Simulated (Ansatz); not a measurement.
## CsPbBr3 in Ansatz: the effect of functional

The system is CsPbBr3.

```
Pb Cs Br
1.0
     5.87000    0.00000    0.00000
     0.00000    5.87000    0.00000
     0.00000    0.00000    5.87000
Pb Cs Br
1 1 3
Direct
  0.50000 0.50000 0.50000
  0.00000 0.00000 0.00000
  0.50000 0.50000 0.00000
  0.50000 0.00000 0.50000
  0.00000 0.50000 0.50000
```

Measurements of this composition are mostly on another form, of space group No. 62.

Alike in all runs:

- Program: Ansatz 0.2.0
- Task: band structure
- Potentials or basis: Ansatz PAW
- Cutoff: 420 eV (not typed: the program's choice for these potentials)
- k mesh: 5 × 5 × 5
- Occupations: fermi-dirac, width 0.05 eV
- Spin: no spin polarisation

```tsv
functional	pressure (GPa)
LDA	-1.2
PBE	1.4
PBEsol	?
```

**Question.** What does the run with functional PBEsol give?

**Answer.** Pressure 0.0 GPa.

Caveats: the PAW data sets come from PBE, with cores solved anew for the run's functional, which leaves a small shift of forces and pressure (some runs).
